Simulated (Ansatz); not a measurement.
# GaAs: vibrations at Γ and dielectric response

How strongly does the published phase of GaAs (F-43m) screen an electric field, and what charges do its ions carry when they move? Which modes has it at Γ?

Program: Ansatz 0.2.0. Linear response, PAW datasets, plane waves. Calculated at 0 K for a non-magnetic cell.

### 1 The cell

The cell was relaxed beforehand with PBEsol.

Space group F-43m (No. 216), cubic; conventional cell a = 5.657 Å, 22.63 Å³ an atom. Around Ga lie 4 As at 2.45 Å; around As lie 4 Ga at 2.45 Å.

Coordinates:

```cif
data_structure
_symmetry_space_group_name_H-M 'P 1'
_symmetry_Int_Tables_number 1
_cell_length_a 4.0004
_cell_length_b 4.0004
_cell_length_c 4.0004
_cell_angle_alpha 60.000
_cell_angle_beta 60.000
_cell_angle_gamma 60.000
_cell_volume 45.27
loop_
_atom_site_label
_atom_site_type_symbol
_atom_site_fract_x
_atom_site_fract_y
_atom_site_fract_z
_atom_site_occupancy
Ga1 Ga 0.00000 0.00000 0.00000 1
As1 As 0.25000 0.25000 0.25000 1
```

### 2 Phonons at Γ with PBEsol

File input.yaml:

```yaml
crystal:
  lattice:
    - [0.0, 2.8287418847, 2.8287418847]
    - [2.8287418847, 0.0, 2.8287418847]
    - [2.8287418847, 2.8287418847, 0.0]
  atoms:
    - { symbol: Ga, position: [0.0, 0.0, 0.0] }
    - { symbol: As, position: [0.25, 0.25, 0.25] }
kpoints:
  mp_grid: { grid: [6, 6, 6] }
hamiltonian:
  xc: pbesol
scf:
  occupations: { method: fixed }
phonons:
  method: dfpt
  dielectric: true
  qpoints: [[0, 0, 0]]
  rigid_motions: translations
```

On the command line:

```bash
$ ansatz run input.yaml --threads 2 --pin off --max-ram 4608MiB --backend cpu --events-out ev --progress --plain --runs-dir out
```

The program printed:

```text
Warning: RAYON_NUM_THREADS=2 ignored (pool sized by the plan → 2); use --threads N
Engine: ansatz 0.2.0, x86_64-unknown-linux-gnu
Pseudopotentials: kind: paw
Pseudopotential: Ga, paw, valence charge 13, recommended cutoff 420 eV (normal), Ga.paw.azcp
Pseudopotential: As, paw, valence charge 15, recommended cutoff 420 eV (normal), As.paw.azcp
Functional definition: PBEsol
  exchange = pbesol_x
  correlation = pbesol_c
Crystal: 2 atoms, lattice volume = 45.270 Å³
Basis set: ecut = 420 eV, 893 PW (Γ), exchange–correlation on 54×54×54 points (8 copies of the dense FFT grid, shifted against one another)
Bands: 18, of which v1, the nominal top of the filled ones, is band 14 counted from 1 (13 counted from 0)
Symmetry: 24 space group operations
k-points: 46 of 216 (irreducible under 4 space group operations, time reversal used)
Non-local potential: Ga, projectors of the file, l = 0: 2, l = 1: 2, l = 2: 3, l = 3: 1
Non-local potential: As, projectors of the file, l = 0: 2, l = 1: 2, l = 2: 3, l = 3: 1
PAW form: soft (Blöchl's): semilocal exchange-correlation on the pseudo side does not see the compensation charge
PAW frozen core: Ga, regenerated for the run's functional, and the local potential with it (the file was generated under x = pbe(κ = 0.804, μ = 0.2195149727645171), c = pbe(β = 0.06672455060314922))
PAW frozen core: As, regenerated for the run's functional, and the local potential with it (the file was generated under x = pbe(κ = 0.804, μ = 0.2195149727645171), c = pbe(β = 0.06672455060314922))
PAW one-centre angular grid: Ga, 590 points (default); XC on 64 Gauss nodes
PAW one-centre angular grid: As, 590 points (default); XC on 64 Gauss nodes
Initial density: superposition of atomic densities (neutral atoms: chi_scale 0, normalization atom), corrected by the library's trained network
Initial wavefunctions: pseudopotential atomic-orbital guess
Functional: x = pbesol(κ = 0.804, μ = 0.12345679012345678), c = pbesol(β = 0.046)
SCF iter   1: F=—  HF=-8556.836247 eV  |F-HF|=—  |Δ(HF+E_count)|=         —  Δρ=2.77e-3  dr2=5.84e-3  ethr=1.77e-3  ⟨swp⟩=4.7  Hψ=3446  notcnv=0  defer=74
preconditioner: auto → none  [insulator: Δε(μ)=0.414 eV  Ē_g=15.389 eV  n_scr=14 (ndim 8)  ℏωp=23.4 eV  f_vac=0.089  ε∞_Penn≈3.3]
SCF iter   2: F=—  HF=-8556.833511 eV  |F-HF|=—  |Δ(HF+E_count)|=   2.74e-3  Δρ=1.01e-3  dr2=4.63e-4  ethr=2.09e-5  ⟨swp⟩=2.6  Hψ=1734  notcnv=0  defer=84
SCF iter   3: F=—  HF=-8556.833536 eV  |F-HF|=—  |Δ(HF+E_count)|=   2.47e-5  Δρ=3.85e-4  dr2=7.00e-5  ethr=1.65e-6  ⟨swp⟩=2.0  Hψ=1342  notcnv=0  defer=84
SCF iter   4: F=—  HF=-8556.833536 eV  |F-HF|=—  |Δ(HF+E_count)|=   5.34e-7  Δρ=1.83e-4  dr2=9.94e-6  ethr=2.50e-7  ⟨swp⟩=2.0  Hψ=1252  notcnv=0  defer=72
SCF iter   5: F=—  HF=-8556.833537 eV  |F-HF|=—  |Δ(HF+E_count)|=   1.42e-6  Δρ=3.53e-5  dr2=3.05e-7  ethr=3.55e-8  ⟨swp⟩=2.0  Hψ=1242  notcnv=0
SCF iter   6: F=—  HF=-8556.833539 eV  |F-HF|=—  |Δ(HF+E_count)|=   1.54e-6  Δρ=2.08e-6  dr2=1.41e-9  ethr=1.09e-9  ⟨swp⟩=2.0  Hψ=985  notcnv=0
SCF iter   7: F=-8556.833539 eV  HF=-8556.833539 eV  |F-HF|=4.37e-11  |Δ(HF+E_count)|=   1.70e-9  Δρ=4.72e-7  dr2=5.16e-11  ethr=1.00e-12  ⟨swp⟩=7.1  Hψ=4674  notcnv=0
SCF 1 converged in 7 iterations: F = -8556.833539 eV  dr2 = 5.16e-11
NSCF: frozen V_eff on 5 k-points
DFPT response loops at Γ: preconditioner auto → none (the input reference at scf.mixing.eps_inf says where Resta's filter doesn't serve); β = 0.50; Broyden in place of MSR1
── the response to a field inside a basis, on 8×8×8 k-points: an SCF that follows is theirs, and a resumed run solves both again ──
Bands: 15, of which v1, the nominal top of the filled ones, is band 14 counted from 1 (13 counted from 0)
k-points: 60
Initial density: handed on by an earlier stage of this run
Initial wavefunctions: pseudopotential atomic-orbital guess (no wavefunctions were taken with the density)
Eigensolver: Dense (60 Hₖ)
SCF iter   1: F=—  HF=-8556.857824 eV  |F-HF|=—  |Δ(HF+E_count)|=         —  Δρ=6.26e-4  dr2=2.48e-4  ethr=1.00e-1
preconditioner: auto → none  [insulator: Δε(μ)=0.453 eV  Ē_g=12.959 eV  n_scr=14 (ndim 8)  ℏωp=23.4 eV  f_vac=0.072  ε∞_Penn≈4.3]
SCF iter   2: F=—  HF=-8556.857759 eV  |F-HF|=—  |Δ(HF+E_count)|=   6.51e-5  Δρ=2.30e-4  dr2=1.66e-5  ethr=8.85e-7
SCF iter   3: F=—  HF=-8556.857758 eV  |F-HF|=—  |Δ(HF+E_count)|=   1.71e-6  Δρ=9.89e-5  dr2=3.61e-6  ethr=5.93e-8
SCF iter   4: F=—  HF=-8556.857758 eV  |F-HF|=—  |Δ(HF+E_count)|=   1.76e-7  Δρ=2.97e-5  dr2=2.22e-7  ethr=1.29e-8
SCF iter   5: F=-8556.857758 eV  HF=-8556.857758 eV  |F-HF|=9.86e-10  |Δ(HF+E_count)|=   6.59e-8  Δρ=5.95e-6  dr2=9.56e-9  ethr=7.91e-10
SCF 1 converged in 5 iterations: F = -8556.857758 eV  dr2 = 9.56e-9
DFPT response loops at Γ: mixed as the last ones told, above
WARN: field response: ε∞ stands inside a basis, on 8×8×8 points; the force constants stand on the 6×6×6 k-mesh, whose period is 8.39 times the interband length at k = (0.0000, 0.0000, 0.0000), direct gap 0.424 eV, under 14: take them and everything formed from them as unconverged, and compare with a denser kpoints.mp_grid
SCF converged after 7 iterations
Free energy (F): -8556.833539 eV
Harris-Foulkes:  -8556.833539 eV  (|F-HF|=4.37e-11)
Internal energy: -8556.833539 eV  (E = F + TS)
E sigma→0 (E₀):  -8556.833539 eV
Fermi energy:    8.032061 eV
--- Per-component energies (eV) ---
  E_band       = -316.644362
  E_kinetic    = 219.437202
  E_local      = -3922.119754  (includes V_loc(G=0)·N_el)
  E_nonlocal   = -242.187557
  E_hartree    = 1973.233766
  E_xc         = -147.197325
  E_vxc        = -137.382814  (∫ρ·V_xc dr)
  E_paw        = -3742.906282  (= ΣΔE_a)
  E_vpaw       = -180.858345  (= ΣTr[D̂ρ^β])
  E_aug_tail   = -0.000138  (compensation charges beyond the density's cutoff)
  E_ewald      = -2696.922856
  E_core_change = 1.829407  (= ΣΔE_core)
  E_smearing   = -0.000000  (= −TS)
  E_closure    = -0.000000  (closes the sum)
  Σ components = -8556.833539   (vs F -8556.833539, Δ=0.00e0)
--- Band table (eV; the first three rows and the last of 46) ---
  k-point 0: bands = ["-27.1246", "-27.1246", "-27.1246", "-27.1147", "-27.1147", "-6.7610", "-6.7610", "-6.7610", "-6.6825", "-6.6825", "-4.7068", "8.0321", "8.0321", "8.0321", "8.4557", "11.7248", "11.7248", "11.7248"]
  k-point 1: bands = ["-27.1245", "-27.1244", "-27.1244", "-27.1147", "-27.1147", "-6.7839", "-6.7551", "-6.7551", "-6.6827", "-6.6827", "-4.3860", "5.2926", "7.6498", "7.6498", "9.5958", "12.2724", "12.2724", "12.6389"]
  k-point 2: bands = ["-27.1244", "-27.1239", "-27.1239", "-27.1145", "-27.1145", "-6.8237", "-6.7452", "-6.7452", "-6.6810", "-6.6810", "-3.5578", "2.6287", "7.1031", "7.1031", "9.1690", "12.6835", "12.6835", "15.1646"]
  k-point 45: bands = ["-27.1243", "-27.1239", "-27.1231", "-27.1147", "-27.1142", "-6.8551", "-6.7330", "-6.7221", "-6.6904", "-6.6792", "-2.3903", "1.5227", "4.3457", "5.5584", "11.5799", "12.3001", "14.1735", "15.3544"]
--- Phonons (Γ-DFPT): 2 representative perturbations + reference, on 46 of 216 k-points (Σ response iterations 6) ---
  k mesh reduced under 4 symmetry operations, with k and −k counted as one. Each operation leaves every solved perturbation unchanged. A smaller set is not considered because the run solves the response to a homogeneous field
  ASR residual: 1.029e-4 → 0.000e0 eV/Å²; symmetrization residual: 9.398e-6 eV/Å²
  ASR residual per site (eV/Å²): 3.79e-5 1.03e-4
  Γ frequencies (cm⁻¹): 0.00 0.00 0.00 263.40 263.40 263.40
  ε∞ (high-frequency dielectric tensor):
       14.238722     0.000000    -0.000000
        0.000000    14.238722     0.000000
       -0.000000     0.000000    14.238722
  ε⁰ (static dielectric tensor: ions relaxed, cell fixed):
       16.178374     0.000000    -0.000000
        0.000000    16.178374     0.000000
       -0.000000     0.000000    16.178374
  ε⁰ − ε∞ (ionic part):
        1.939652    -0.000000     0.000000
       -0.000000     1.939652     0.000000
        0.000000     0.000000     1.939652
  softest optical mode at Γ: 263.40 cm⁻¹; the repairs (sum rule, projections) moved no ω² at Γ by more than (0.77 cm⁻¹)²
  Born effective charges Z* (e; rows j = field, columns β = displacement):
    site 0:
         2.11454   -0.00000    0.00000
        -0.00000    2.11454    0.00000
        -0.00000    0.00000    2.11454
    site 1:
        -2.11454    0.00000   -0.00000
         0.00000   -2.11454   -0.00000
         0.00000   -0.00000   -2.11454
  Z* charge neutrality: 1.661e-5 e pre-enforcement
  solved inside a basis spanned on kpoints, on 8×8×8 k-points transformed towards the longest dipole: ε∞ is read to err by 4.1e-2, Z* by 1.6e-2 e (field_mesh: kpoints solves on kpoints); Z* is corrected for what the basis lacks
  optical modes at Γ without the LO–TO term, one row a degenerate level:
      ω (cm⁻¹)  modes    IR ((D/Å)²/amu)
        263.40      3             8.5691
  optical modes at Γ + LO–TO along q̂ = [1.0000, 0.0000, 0.0000]:
      ω (cm⁻¹)  modes    IR ((D/Å)²/amu)
        263.40      2             5.7127
        280.77      1             2.8564
  optical modes at Γ + LO–TO along q̂ = [0.0000, 1.0000, 0.0000]:
      ω (cm⁻¹)  modes    IR ((D/Å)²/amu)
        263.40      2             5.7127
        280.77      1             2.8564
  optical modes at Γ + LO–TO along q̂ = [0.0000, 0.0000, 1.0000]:
      ω (cm⁻¹)  modes    IR ((D/Å)²/amu)
        263.40      2             5.7127
        280.77      1             2.8564
--- Phonons (arbitrary-q DFPT): 1 explicit q-point ---
  q = [0, 0, 0] (of the zone-centre solve; hermiticity 2.04e-6, symmetrization 6.59e-13): -0.00 -0.00 0.00 263.40 263.40 263.40
  sum rule: each row above includes the acoustic sum rule's correction from the zone centre's row sums; it moved no ω² by more than (0.61 cm⁻¹)²
```

Wall time 33 s (2 threads of Intel Xeon Platinum 8259CL at 2.50GHz (Skylake/Cascade Lake), shared host); peak memory 0.65 GiB.

The clamped-ion dielectric constant is 14.24. Mean Born charges: Ga +2.11, As -2.11 e.

The program warns that the k mesh is too coarse for part of the response (see the log: field response or force constants), so values formed from that part, frequencies included, are not converged.

Optical modes without the LO–TO term:

```tsv
frequency (cm⁻¹)	modes	IR strength ((D/Å)²/amu)	IR active
263	3	8.57	yes
```

| IR line (cm⁻¹) | relative intensity |
| --- | --- |
| 263 | 100 |

### 3 Dielectric tensor and Born charges, r2SCAN

This run takes the cell relaxed with r2SCAN (a = 5.666 Å).

File input.yaml:

```yaml
crystal:
  lattice:
    - [0.0, 2.8330831656, 2.8330831656]
    - [2.8330831656, 0.0, 2.8330831656]
    - [2.8330831656, 2.8330831656, 0.0]
  atoms:
    - { symbol: Ga, position: [0.0, 0.0, 0.0] }
    - { symbol: As, position: [0.25, 0.25, 0.25] }
kpoints:
  mp_grid: { grid: [6, 6, 6] }
hamiltonian:
  xc: r2scan
scf:
  occupations: { method: fixed }
dielectric: {}
```

On the command line:

```bash
$ ansatz run input.yaml --threads 2 --pin off --max-ram 4608MiB --backend cpu --events-out ev --progress --plain --runs-dir out
```

The program printed, cut to the lines that bear on the results:

```text
Warning: RAYON_NUM_THREADS=2 ignored (pool sized by the plan → 2); use --threads N
[...]
[... 1 set-up line as earlier in the session ...]
Pseudopotential: Ga, paw, valence charge 13, recommended cutoff 500 eV (meta_gga), Ga.paw.azcp
Pseudopotential: As, paw, valence charge 15, recommended cutoff 500 eV (meta_gga), As.paw.azcp
Functional definition: r2SCAN
[...]
Crystal: 2 atoms, lattice volume = 45.479 Å³
Basis set: ecut = 500 eV, 1139 PW (Γ), exchange–correlation on 120×120×120 points (64 copies of the dense FFT grid, shifted against one another)
Bands: 18, of which v1, the nominal top of the filled ones, is band 14 counted from 1 (13 counted from 0)
[... 1 set-up line as earlier in the session ...]
k-points: 46 of 216 (irreducible under 4 space group operations, time reversal used)
[...]
SCF iter   1: F=—  HF=-8655.727850 eV  |F-HF|=—  |Δ(HF+E_count)|=         —  Δρ=8.14e-3  dr2=1.11e-2  dr2_τ=4.42e-3  ethr=1.77e-3  ⟨swp⟩=4.5  Hψ=3474  notcnv=0  defer=73
[...]
--- Dielectric response (ions clamped): 3 representative field directions + reference, inside a basis on a mesh of 512 k-points (Σ response iterations 15) ---
  ε∞ (high-frequency dielectric tensor):
       11.627813     0.000000     0.000000
        0.000000    11.627813     0.000000
        0.000000     0.000000    11.627813
  Born effective charges Z* (e; rows j = field, columns β = displacement):
    site 0:
         2.14584    0.00000    0.00000
         0.00000    2.14584    0.00000
         0.00000   -0.00000    2.14584
    site 1:
        -2.14584   -0.00000   -0.00000
        -0.00000   -2.14584   -0.00000
        -0.00000    0.00000   -2.14584
  Z* charge neutrality: 1.077e-4 e pre-enforcement
  solved inside a basis spanned on kpoints, on 8×8×8 k-points transformed towards the longest dipole: ε∞ is read to err by 3.6e-2, Z* by 1.6e-2 e (field_mesh: kpoints solves on kpoints); Z* is corrected for what the basis lacks
```

It took 79 s on 2 threads of Intel Xeon Platinum 8259CL at 2.50GHz (Skylake/Cascade Lake), shared host; peak memory 0.97 GiB.

The clamped-ion dielectric constant is 11.63. Mean Born charges: Ga +2.15, As -2.15 e.

### 4 Field response with PBE

input.yaml, as its differences from that of step 3:

```diff
@@ -11,3 +11,3 @@
 hamiltonian:
-  xc: r2scan
+  xc: pbe
 scf:
```

On the command line:

```bash
$ ansatz run input.yaml --threads 2 --pin off --max-ram 4608MiB --backend cpu --events-out ev --progress --plain --runs-dir out
```

The program printed, cut to the lines that bear on the results:

```text
Warning: RAYON_NUM_THREADS=2 ignored (pool sized by the plan → 2); use --threads N
[...]
[... 3 set-up lines as earlier in the session ...]
Functional definition: PBE
[...]
Crystal: 2 atoms, lattice volume = 45.479 Å³
Basis set: ecut = 420 eV, 893 PW (Γ), exchange–correlation on 54×54×54 points (8 copies of the dense FFT grid, shifted against one another)
Bands: 18, of which v1, the nominal top of the filled ones, is band 14 counted from 1 (13 counted from 0)
[... 1 set-up line as earlier in the session ...]
k-points: 46 of 216 (irreducible under 4 space group operations, time reversal used)
[...]
SCF iter   1: F=—  HF=-8639.820603 eV  |F-HF|=—  |Δ(HF+E_count)|=         —  Δρ=1.49e-3  dr2=1.54e-3  ethr=1.77e-3  ⟨swp⟩=4.5  Hψ=3430  notcnv=0  defer=75
[...]
--- Dielectric response (ions clamped): 3 representative field directions + reference, inside a basis on a mesh of 512 k-points (Σ response iterations 15) ---
  ε∞ (high-frequency dielectric tensor):
       13.873013    -0.000000     0.000000
       -0.000000    13.873013     0.000000
        0.000000     0.000000    13.873013
  Born effective charges Z* (e; rows j = field, columns β = displacement):
    site 0:
         2.13084    0.00000   -0.00000
         0.00000    2.13084   -0.00000
        -0.00000    0.00000    2.13084
    site 1:
        -2.13084   -0.00000    0.00000
        -0.00000   -2.13084    0.00000
         0.00000   -0.00000   -2.13084
  Z* charge neutrality: 2.432e-4 e pre-enforcement
  solved inside a basis spanned on kpoints, on 8×8×8 k-points transformed towards the longest dipole: ε∞ is read to err by 4.0e-2, Z* by 1.6e-2 e (field_mesh: kpoints solves on kpoints); Z* is corrected for what the basis lacks
```

It took 28 s on 2 threads of Intel Xeon Platinum 8259CL at 2.50GHz (Skylake/Cascade Lake), shared host; peak memory 0.65 GiB.

ε∞ along the axes: 13.87. Mean Born charges: Ga +2.13, As -2.13 e.

### 5 Outcome

| quantity | value |
| --- | --- |
| ε∞, PBEsol at the PBEsol cell | 14.24 |
| ε∞, r2SCAN at the r2SCAN cell | 11.63 |
| ε∞, PBE at the r2SCAN cell | 13.87 |
| Born charges (mean of the diagonal), PBE | Ga +2.13, As -2.13 e |
| optical modes | 263 cm⁻¹ |
| highest mode with the LO–TO term | 281 cm⁻¹ |
| static dielectric constant | 16.2 |

**Reading.** A mean ε∞ of 13.9 (PBE) means a refractive index near 3.72 below the gap. PBE screens more (13.87 for PBE, 11.63 for r2SCAN), in step with its smaller gap on the mesh (0.46 and 0.96 eV). The ions raise the dielectric constant from 14.2 to 16.2. No mode at Γ is imaginary; other wave vectors weren't computed.

The gaps are Kohn-Sham values of a semilocal functional, not quasiparticle or optical gaps. Such gaps usually fall short of the measured ones.
